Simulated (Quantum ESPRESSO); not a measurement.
Ru, 2 atoms in the cell. It takes space group P6_3/mmc (No. 194, hexagonal). Conventional cell: a = 2.706 Å, b = 2.706 Å, c = 4.282 Å, α = 90.00°, β = 90.00°, γ = 120.00°. Ru (site symmetry -6m2) has 12 Ru at 2.65 to 2.71 Å as nearest neighbours. 

```yaml
Program: Quantum ESPRESSO 7.5
Task: band structure
Functional: PBE
Potentials_or_basis: PseudoDojo 0.4.1 SR PBE standard
Cutoff: 1143 eV
Density_cutoff: 4572 eV
k_mesh: 11 × 11 × 6
Occupations: fermi-dirac, width 0.05 eV
Spin: no spin polarisation
Mixing_beta: 0.5
Most_SCF_iterations: 120
SCF_threshold: 4e-10 Ry
```

Potentials or basis: PseudoDojo 0.4.1 SR PBE standard.

Run with:

```bash
$ OMP_NUM_THREADS=1 pw.x -in pw.in > pw.out
$ OMP_NUM_THREADS=1 pw.x -in bands.in > bands.out
```

Hardware: 1 thread of Intel(R) Xeon(R) Platinum 8259CL CPU @ 2.50GHz (Skylake/Cascade Lake), with other jobs on the host.

Question: Estimate the wall time of this run.

Answer: Run time: 87 s on 1 thread of Intel(R) Xeon(R) Platinum 8259CL CPU @ 2.50GHz (Skylake/Cascade Lake), on a shared host, peak memory 0.1 GiB. Counts: scf iterations 8, k pools 1, bands 24, k points 64, g dense 18953.
